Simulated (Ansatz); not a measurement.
# Ionic part of the dielectric constant of BP, mode by mode

Computed with DFT PBE, scalar-relativistic, plane waves, PAW in Ansatz. Plane waves to 420 eV; Γ-centred k mesh 10×10×10; fixed occupations. No spin polarisation. Phonons by linear response, acoustic sum rule imposed.

It takes space group F-43m (No. 216, cubic). Conventional cell: a = 4.548 Å, b = 4.548 Å, c = 4.548 Å, α = 90.00°, β = 90.00°, γ = 90.00°. B (site symmetry -43m) is surrounded by 4 P at 1.97 Å. Around P (site symmetry -43m) lie 4 B at 1.97 Å.

The primitive cell has V = 23.52 Å³ and ε∞,zz = 9.158. Each polar mode adds Δε = (4.92064×10⁷/V)·S/ν² along z, with S its oscillator strength in e²/amu, ν in cm⁻¹ and V in Å³.

Task: From these modes, find each Δε and ε0,zz.
```json
{"ν (cm⁻¹)": "799.6", "S_zz (e²/amu)": "0.03017"}
```

Result:
```csv
ν (cm⁻¹),Δε
799.6,0.10
```

The sum is 0.099, so ε0,zz = 9.26; the run's tensor has 9.26.

Task: Where do the longitudinal modes lie for a wave vector along z?

Result: At 804 cm⁻¹. The Lyddane–Sachs–Teller product Π(ν_LO/ν_TO)² = 1.01 matches ε0/ε∞ = 1.01.